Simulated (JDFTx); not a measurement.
Pt:

```
Pt
1.0
     0.00000    1.96090    1.96090
     1.96090    0.00000    1.96090
     1.96090    1.96090    0.00000
Pt
1
Direct
  0.00000 0.00000 0.00000
```

| Item | Value |
| --- | --- |
| Program | JDFTx 1.7.0 (patched build) |
| Task | relaxation of cell and atoms |
| Functional | PBE |
| Potentials or basis | SPMS-PBE-1.0 with smoothed tails |
| Cutoff | 1088 eV |
| Density cutoff | 4354 eV |
| k mesh | 10 × 10 × 10 |
| Occupations | fermi-dirac, width 0.05 eV |
| Spin | no spin polarisation |

At the start: pressure 9.8 GPa; volume 15.08 Å³/atom.

Question: Where does the relaxation end?

Answer: Over 6 steps the energy falls by 16.1 meV/atom and the volume is 15.63 Å³/atom (+3.6 %); space group Fm-3m (No. 225, to 0.05 Å).

The path:
```csv
step,energy change (eV),largest force (eV/Å),pressure (GPa),volume (Å³)
1,0.0000,0.0000,9.81,15.08
2,-0.0040,0.0000,8.42,15.15
3,-0.0160,0.0000,0.82,15.58
4,-0.0161,0.0000,0.10,15.62
5,-0.0161,0.0000,0.00,15.63
6,-0.0161,0.0000,0.00,15.63
```

Final structure:
```
Pt
1.0
     0.00000    1.98431    1.98431
     1.98431    0.00000    1.98431
     1.98431    1.98431    0.00000
Pt
1
Direct
  0.00000 0.00000 0.00000
```
